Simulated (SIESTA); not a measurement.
The system is Mg.

```xyz
4
Lattice="3.1768 0.0000 0.0000 -1.5884 2.7512 0.0000 0.0000 0.0000 10.3189" Properties=species:S:1:pos:R:3 pbc="T T T"
Mg    1.5884    0.9171    7.7391
Mg    0.0000    0.0000    5.1594
Mg    0.0000    1.8341    2.5797
Mg    0.0000    0.0000    0.0000
```

Base run:

- Program: SIESTA 5.4.2
- Functional: PBEsol
- Potentials or basis: PseudoDojo 0.4 standard (PBEsol files)
- Basis: DZP (energy shift 0.003 Ry; two zetas on semicore shells)
- Grid cutoff: 800 Ry
- Energy shift: 0.003 Ry
- k mesh: 10 × 10 × 3
- Occupations: fermi-dirac, width 0.05 eV
- Spin: no spin polarisation

Its results: band gap on the k mesh none (metal or under the smearing width); pressure 1.8 GPa.

The run is repeated on the same cell with these changes: functional from PBEsol to LDA; potentials or basis from PseudoDojo 0.4 standard (PBEsol files) to PseudoDojo 0.4 standard (LDA files). What comes out?

Band gap on the k mesh none (metal or under the smearing width); pressure 0.4 GPa.

Caveats: the basis of atomic orbitals isn't converged, which shifts pressures, moduli and gaps.
